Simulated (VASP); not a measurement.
# Mg (P6_3/mmc) in VASP: notebook

One crystal, Mg, is run at these levels: LDA; tasks: single point, relaxation of cell and atoms.

Program: VASP 6.6.1. These are calculated values, not measurements. Logs are shortened: lines on timing, memory, paths and dates and some standing lists are left out, and cuts for length are marked.

## 1. The crystal as given

It takes space group P6_3/mmc (No. 194, hexagonal). Conventional cell: a = 3.147 Å, b = 3.147 Å, c = 5.039 Å, α = 90.00°, β = 90.00°, γ = 120.00°. Mg (site symmetry -6m2) has 12 Mg at 3.11 to 3.15 Å as nearest neighbours.

The cell was built by a generator and needn't be a form met in nature.

## 2. Single point, LDA

The input, INCAR:

```
ALGO = Normal
EDIFF = 1E-6
ENCUT = 520
ISIF = 2
ISMEAR = 0
LASPH = True
LCHARG = True
LELF = True
LREAL = False
LVHAR = True
LWAVE = False
NBANDS = 9
NELM = 100
PREC = Accurate
SIGMA = 0.1
```

The input, KPOINTS:

```
k-points
0
Gamma
  15 15 8
```

The input, POSCAR:

```
Mg
1.0
    3.1465333093      0.0000000000      0.0000000000
   -1.5732666547      2.7249777797      0.0000000000
    0.0000000000      0.0000000000      5.0387471790
Mg
2
Direct
    0.3333333333      0.6666666667      0.2500000000
    0.6666666667      0.3333333333      0.7500000000
```

Potentials or basis: VASP PAW LDA potentials, release 64 (Mg).

Command:

```console
$ cat potpaw_LDA.64/Mg/POTCAR > POTCAR
$ mpirun -np 1 vasp_std > vasp.out
```

OUTCAR:

```text
EDIFF = 1E-6
   ENCUT = 520
   ISIF = 2
   ISMEAR = 0
   LASPH = True
   LREAL = False
   NELM = 100
   PREC = Accurate

 ion  position               nearest neighbor table
   1  0.333  0.667  0.250-   2 3.11   2 3.11   2 3.11   2 3.11   2 3.11   2 3.11
   2  0.667  0.333  0.750-   1 3.11   1 3.11   1 3.11   1 3.11   1 3.11   1 3.11

  LATTYP: Found a hexagonal cell.
 ALAT       =     3.1465333093
 C/A-ratio  =     1.6013646397

  Lattice vectors:

 A1 = (   3.1465333093,   0.0000000000,   0.0000000000)
 A2 = (  -1.5732666547,   2.7249777797,   0.0000000000)
 A3 = (   0.0000000000,   0.0000000000,   5.0387471790)

Analysis of symmetry for initial positions (statically):
=====================================================================
 Subroutine PRICEL returns:
 Original cell was already a primitive cell.

 Routine SETGRP: Setting up the symmetry group for a
 hexagonal supercell.

 Subroutine GETGRP returns: Found 24 space group operations
 (whereof 12 operations were pure point group operations)
 out of a pool of 24 trial point group operations.

The static configuration has the point symmetry D_3d.
 The point group associated with its full space group is D_6h.

Analysis of symmetry for dynamics (positions and initial velocities):
=====================================================================
 Subroutine PRICEL returns:
 Original cell was already a primitive cell.

 Routine SETGRP: Setting up the symmetry group for a
 hexagonal supercell.

 Subroutine GETGRP returns: Found 24 space group operations
 (whereof 12 operations were pure point group operations)
 out of a pool of 24 trial point group operations.

The dynamic configuration has the point symmetry D_3d.
 The point group associated with its full space group is D_6h.

 Subroutine INISYM returns: Found 24 space group operations
 (whereof 12 operations are pure point group operations),
 and found     1 'primitive' translations

----------------------------------------------------------------------------------------

                                     Primitive cell

  volume of cell :      43.2034

  direct lattice vectors                    reciprocal lattice vectors
     3.146533309  0.000000000  0.000000000     0.317810079  0.183487735  0.000000000
    -1.573266655  2.724977780  0.000000000     0.000000000  0.366975469  0.000000000
     0.000000000  0.000000000  5.038747179     0.000000000  0.000000000  0.198462031

  length of vectors
     3.146533309  3.146533309  5.038747179     0.366975469  0.366975469  0.198462031

  position of ions in fractional coordinates (direct lattice)
     0.333333333  0.666666667  0.250000000
     0.666666667  0.333333333  0.750000000

  ion indices of the primitive-cell ions
   primitive index   ion index
                 1           1
                 2           2

----------------------------------------------------------------------------------------

 KPOINTS: k-points

Automatic generation of k-mesh.
 Grid dimensions read from file:
 generate k-points for:   15   15    8

 Generating k-lattice:

  Cartesian coordinates                     Fractional coordinates (reciprocal lattice)
     0.021187339  0.012232516  0.000000000     0.066666667  0.000000000  0.000000000
     0.000000000  0.024465031  0.000000000     0.000000000  0.066666667  0.000000000
     0.000000000  0.000000000  0.024807754     0.000000000  0.000000000  0.125000000

  Length of vectors
     0.024465031  0.024465031  0.024807754

  Shift w.r.t. Gamma in fractional coordinates (k-lattice)
     0.000000000  0.000000000  0.000000000

 Subroutine IBZKPT returns following result:
 ===========================================

 Found    135 irreducible k-points:

 Following reciprocal coordinates:
            Coordinates               Weight
  0.000000  0.000000  0.000000      1.000000
  0.066667 -0.000000  0.000000      6.000000
  0.133333 -0.000000  0.000000      6.000000
  0.200000 -0.000000  0.000000      6.000000
  0.266667 -0.000000  0.000000      6.000000
  0.333333 -0.000000  0.000000      6.000000
[... 16 lines left out ...]
  0.333333  0.200000  0.000000     12.000000
  0.400000  0.200000  0.000000      6.000000
 [... further k-points ...]
   k-points           NKPTS =    135   k-points in BZ     NKDIM =    135   number of bands    NBANDS=      9
   number of dos      NEDOS =    301   number of ions     NIONS =      2
   total plane-waves  NPLWV =  23040
   dimension x,y,z NGX =    24 NGY =   24 NGZ =   40
   dimension x,y,z NGXF=    48 NGYF=   48 NGZF=   80
   ions per type =               2
   NGX,Y,Z   is equivalent  to a cutoff of  12.68, 12.68, 13.20 a.u.
   NGXF,Y,Z  is equivalent  to a cutoff of  25.36, 25.36, 26.39 a.u.
 SYSTEM =  unknown system
   PREC   = accura    normal or accurate (medium, high low for compatibility)
   ISTART =      0    job   : 0-new  1-cont  2-samecut
   ICHARG =      2    charge: 1-file 2-atom 10-const
   ISPIN  =      1    spin polarized calculation?
   LNONCOLLINEAR =      F non collinear calculations
   LSORBIT =      F    spin-orbit coupling
   LASPH  =      T    aspherical Exc in radial PAW
   ENCUT  =  520.0 eV  38.22 Ry    6.18 a.u.   5.85  5.85  9.37*2*pi/ulx,y,z
   NELM   =    100;   NELMIN=  2; NELMDL= -5     # of ELM steps
   EDIFF  = 0.1E-05   stopping-criterion for ELM
   LREAL  =      F    real-space projection
   EDIFFG = 0.1E-04   stopping-criterion for IOM
   NSW    =      0    number of steps for IOM
   IBRION =     -1    ionic relax: 0-MD 1-quasi-New 2-CG
   NFREE  =      0    steps in history (QN), initial steepest desc. (CG)
   ISIF   =      2    stress and relaxation
   ISYM   =      2    0-nonsym 1-usesym 2-fastsym
   POTIM  = 0.5000    time-step for ionic-motion
   TEBEG  =    0.0;   TEEND  =   0.0 temperature during run
   PSTRESS=    0.0 pullay stress
   NELECT =       4.0000    total number of electrons
   NUPDOWN=      -1.0000    fix difference up-down
   EMIN   =  10.00;   EMAX   =-10.00  energy-range for DOS
   EFERMI =   0.00;   METHOD = LEGACY
   ISMEAR =     0;   SIGMA  =   0.10  broadening in eV -4-tet -1-fermi 0-gaus
   EFERMI_NEDOS =   21; number of points for ismear=-14 and -15
   IALGO  =     38    algorithm
   IMIX   =      4    mixing-type and parameters
     AMIX     =   0.40;   BMIX     =  1.00
     AMIX_MAG =   1.60;   BMIX_MAG =  1.00
  volume/ion in A,a.u.               =      21.60       145.78
  Fermi-wavevector in a.u.,A,eV,Ry     =   0.740609  1.399548  7.462815  0.548501
  Thomas-Fermi vector in A             =   1.835052
   LORBIT       =      0    0 simple, 1 ext, 2 COOP (PROOUT), +10 PAW based schemes
   GGA     = CA    functional components
   LHFCALC =     F    Hartree Fock is set to
   AEXX    =    0.0000 exact exchange contribution
   IVDW    =     0    specifies the selected vdW correction
   LEPSILON=     F    determine dielectric tensor
   LRPA    =     F    only Hartree local field effects (RPA)
 non-spin polarized calculation
 Gauss-broadening in eV      SIGMA  =   0.10
  energy-cutoff  :      520.00
  volume of cell :       43.20
 maximum number of plane-waves:      1194
 NGX is ok and might be reduce to    24
   NGX = 11   NGY = 11   NGZ = 19

 number of electron       4.0000000 magnetization

 Free energy of the ion-electron system (eV)
  ---------------------------------------------------
  ext. energy  EPLUGINS =         0.00000000
  ---------------------------------------------------
  free energy    TOTEN  =        -3.62291170 eV

  energy without entropy =       -3.61822768  energy(sigma->0) =       -3.62056969

 E-fermi :   2.7880     XC(G=0):  -8.8777

 val. band max:        2.7664826735   @ k =   0.3333   0.1333   0.1250
 cond. band min:       2.8007889199   @ k =   0.2667   0.2667   0.2500
 fundamental gap:      0.0343062465
 Fermi energy:         2.7880242424

 k-point     1 :       0.0000    0.0000    0.0000
  band No.  band energies     occupation
      1      -4.3924      2.00000
      2       1.1162      2.00000
      3       1.6510      2.00000
      4      13.8935      0.00000
      5      13.8935      0.00000
      6      14.0279      0.00000
      7      14.0279      0.00000
      8      15.0343      0.00000
      9      16.5865      0.00000

 k-point     2 :       0.0667   -0.0000    0.0000
  band No.  band energies     occupation
      1      -4.3022      2.00000
      2       1.1977      2.00000
      3       1.7383      2.00000
      4      12.1222      0.00000
      5      12.9186      0.00000
      6      13.7751      0.00000
      7      15.1298      0.00000
      8      15.8604      0.00000
      9      16.9215      0.00000

 k-point     3 :       0.1333   -0.0000    0.0000
  band No.  band energies     occupation
      1      -4.0322      2.00000
      2       1.4423      2.00000
      3       1.9980      2.00000
      4      10.0383      0.00000
      5      12.0256      0.00000
      6      12.8149      0.00000
      7      14.9308      0.00000
      8      15.6634      0.00000
      9      16.2710      0.00000

 k-point     4 :       0.2000   -0.0000    0.0000
  band No.  band energies     occupation
      1      -3.5840      2.00000
      2       1.8504      2.00000
      3       2.4213      2.00000
      4       8.0419      0.00000
      5      11.2818      0.00000
      6      11.7890      0.00000
      7      12.9427      0.00000
      8      14.3364      0.00000
      9      15.9578      0.00000
[... 205 lines left out ...]
 k-point    22 :       0.2667    0.2000    0.0000
  band No.  band energies     occupation
      1      -1.1152      2.00000
      2       3.7047      0.00000
      3       4.1407      0.00000
      4       4.6955      0.00000
      5       5.9247      0.00000
      6       9.0494      0.00000
      7      10.1691      0.00000
      8      10.4451      0.00000
      9      11.6906      0.00000

 k-point    23 :       0.3333    0.2000    0.0000
  band No.  band energies     occupation
      1      -0.0792      2.00000
      2       2.4281      2.00000
      3       4.7080      0.00000
      4       5.1195      0.00000
      5       6.3192      0.00000
      6       7.6085      0.00000
      7       8.9371      0.00000
      8      10.1569      0.00000
      9      11.4003      0.00000

 k-point    24 :       0.4000    0.2000    0.0000
  band No.  band energies     occupation
      1       1.0984      2.00000
      2       1.1210      2.00000
      3       4.7043      0.00000
      4       6.0951      0.00000
      5       6.4733      0.00000
      6       6.7935      0.00000
      7       8.2323      0.00000
      8      10.0661      0.00000
      9      11.3101      0.00000

 [... further k-points ...]

------------------------ aborting loop because EDIFF is reached ----------------------------------------

  FORCE on cell =-STRESS in cart. coord.  units (eV):
  Direction    XX          YY          ZZ          XY          YZ          ZX
  --------------------------------------------------------------------------------------
  -------------------------------------------------------------------------------------
  Total       -0.0876440     -0.0876440     -0.0909962      0.0000000      0.0000000      0.0000000
  in kB       -3.2502361     -3.2502361     -3.3745504      0.0000000      0.0000000      0.0000000
  external PRESSURE =      -3.2916742 kB  Pullay stress =       0.0000000 kB

 VOLUME and BASIS-vectors are now :
 -----------------------------------------------------------------------------
  energy-cutoff  :      520.00
  volume of cell :       43.20
      direct lattice vectors                 reciprocal lattice vectors
     3.146533309  0.000000000  0.000000000     0.317810079  0.183487735  0.000000000
    -1.573266655  2.724977780  0.000000000     0.000000000  0.366975469  0.000000000
     0.000000000  0.000000000  5.038747179     0.000000000  0.000000000  0.198462031

 POSITION                                       TOTAL-FORCE (eV/Angst)
 -----------------------------------------------------------------------------------
     -0.00000      1.81665      1.25969        -0.000000     -0.000000      0.000000
      1.57327      0.90833      3.77906         0.000000      0.000000      0.000000
 -----------------------------------------------------------------------------------
    total drift:                                0.000000     -0.000000      0.000000

  FREE ENERGIE OF THE ION-ELECTRON SYSTEM (eV)
  ---------------------------------------------------
  free  energy   TOTEN  =        -3.6229117050 eV

  energy  without entropy=       -3.6182276773  energy(sigma->0) =       -3.62056969
```

Run time: 26 s. Hardware: 1 thread of Intel Xeon Platinum 8259CL at 2.50GHz (Skylake/Cascade Lake), shared host; peak memory 0.17 GiB.

Results:

```yaml
Free_energy: -3.6229 eV
Pressure: -0.3 GPa
Band_gap_on_the_k_mesh: none (metal or under the smearing width)
```

Levels at points of the mesh, in eV from the Fermi level:
| k point | band 1 | band 2 | band 3 | band 4 | band 5 | band 6 |
| --- | --- | --- | --- | --- | --- | --- |
| (0.00, 0.00, 0.00) | -7.18 | -1.67 | -1.14 | 11.11 | 11.11 | 11.24 |
| (0.00, 0.00, 0.50) | -5.71 | -5.71 | 5.42 | 5.42 | 11.87 | 11.87 |

## 3. Relaxation of cell and atoms, LDA

This run uses another cell than the first one, of 22.59 Å³/atom, 1.046 times its volume.

The input, INCAR:

```
SYSTEM = Mg
  ALGO = Normal
  EDIFF = 1E-7
  EDIFFG = -0.002
  ENCUT = 600
  IBRION = 2
  ISIF = 3
  ISMEAR = 0
  LASPH = .True.
  LCHARG = .False.
  LREAL = .False.
  LWAVE = .False.
  NELM = 100
  NSW = 100
  PREC = Accurate
  SIGMA = 0.1
```

The input, KPOINTS:

```
k-points
0
Gamma
  15 15 8
  0 0 0
```

The input, POSCAR:

```
Mg
1.0
    3.1800000000      0.0000000000      0.0000000000
   -1.5900000000      2.7539608000      0.0000000000
    0.0000000000      0.0000000000      5.1600000000
Mg
2
Direct
    0.3333333000      0.6666667000      0.2500000000
    0.6666667000      0.3333333000      0.7500000000
```

Potentials or basis: VASP PAW LDA potentials, release 64 (Mg).

Command:

```console
$ cat potpaw_LDA.64/Mg/POTCAR > POTCAR
$ mpirun -np 1 vasp_std > vasp.out
```

Run time: 94 s. Hardware: 1 thread of Intel Xeon Platinum 8259CL at 2.50GHz (Skylake/Cascade Lake), shared host; peak memory 0.19 GiB.

Results (log left out):

- Free energy: -3.6234 eV
- Relaxed volume: 21.43 Å³/atom
- Relaxed cell: a = 3.138 Å, b = 3.138 Å, c = 5.025 Å, α = 90.00°, β = 90.00°, γ = 120.00°
- Space group after relaxing (to 0.05 Å): P6_3/mmc (No. 194)
- Energy gained by relaxing: 7.9 meV/atom
- Ionic steps: 8
- Pressure after relaxing: 0.0 GPa
- Band gap on the k mesh: none (metal or under the smearing width)

Step by step:
```
step  energy change (eV)  largest force (eV/Å)  pressure (GPa)  volume (Å³)
   1              0.0000                0.0000           -1.95        45.19
   2             -0.0146                0.0000           -0.52        43.41
   3             -0.0156                0.0000            0.01        42.84
   4             -0.0156                0.0000            0.06        42.79
   5             -0.0158                0.0000            0.04        42.80
   6             -0.0159                0.0000            0.03        42.82
   7             -0.0159                0.0000            0.03        42.82
   8             -0.0159                0.0000            0.00        42.85
```

Final structure:
```
CELL_PARAMETERS angstrom
3.13816 0.00000 0.00000
-1.56908 2.71773 0.00000
0.00000 0.00000 5.02466
ATOMIC_POSITIONS crystal
Mg 0.33333 0.66667 0.25000
Mg 0.66667 0.33333 0.75000
```

Levels at points of the mesh, in eV from the Fermi level:
| k point | band 1 | band 2 | band 3 | band 4 | band 5 | band 6 |
| --- | --- | --- | --- | --- | --- | --- |
| (0.00, 0.00, 0.00) | -7.22 | -1.68 | -1.13 | 11.15 | 11.15 | 11.30 |
| (0.00, 0.00, 0.50) | -5.74 | -5.74 | 5.45 | 5.45 | 11.92 | 11.92 |

## 4. Single point, LDA

This run uses another cell than the first one, of 22.59 Å³/atom, 1.046 times its volume.

The input, INCAR:

```
SYSTEM = Mg
PREC = Accurate ; ENCUT = 520
EDIFF = 1E-6 ; ISMEAR = 0
SIGMA = 0.1 ; LREAL = .FALSE.
LASPH = .TRUE. ; NELM = 100
ALGO = Normal ; ISIF = 2
LWAVE = .FALSE. ; LCHARG = .TRUE.
GGA = CA ; LELF = .TRUE.
LVHAR = .TRUE. ; NBANDS = 9
```

The input, KPOINTS:

```
Automatic mesh
0
G
  6 6 4
  0 0 0
```

POSCAR is that of step 3.

Command:

```console
$ cat potpaw_LDA.64/Mg/POTCAR > POTCAR
$ mpirun -np 1 vasp_std > vasp.out
```

Wall time 5.4 s (1 thread of Intel Xeon Platinum 8259CL at 2.50GHz (Skylake/Cascade Lake), shared host); peak memory 0.13 GiB.

Results (log left out):

| Property | Result |
| --- | --- |
| Free energy | -3.5427 eV |
| Pressure | -1.9 GPa |
| Band gap on the k mesh | none (metal or under the smearing width) |

Levels at points of the mesh, in eV from the Fermi level:
```tsv
k point	band 1	band 2	band 3	band 4	band 5	band 6	band 7
(0.00, 0.00, 0.00)	-6.85	-1.54	-1.13	11.12	11.12	11.19	11.19
(0.50, 0.00, 0.00)	-2.02	-2.01	2.82	3.21	3.42	3.84	7.02
(0.00, 0.00, 0.50)	-5.45	-5.45	5.21	5.21	11.87	11.87	11.87
(0.50, 0.00, 0.50)	-0.96	-0.96	-0.33	-0.33	8.20	8.20	8.24
```

Caveat: the k mesh is coarse (spacing up to 0.38 Å⁻¹), so the values aren't converged.

## 5. Overview

```csv
task,cell,k mesh,cutoff (eV),mesh quality,gap on the mesh (eV),pressure (GPa)
single point,"P6_3/mmc, 21.6 Å³/atom",15 × 15 × 8,520,not flagged,none,-0.3
relaxation of cell and atoms,relaxed,15 × 15 × 8,600,not flagged,none,0.0
single point,"P6_3/mmc, 22.59 Å³/atom",6 × 6 × 4,520,coarse,none,-1.9
```

Alike in all rows: level LDA; potentials or basis VASP PAW LDA potentials, release 64 (Mg); no spin polarisation; smearing gaussian 0.1 eV.

Caveats: some runs use coarse meshes.

Total energies depend on the potentials used, so only differences within one code and one set of settings carry meaning.
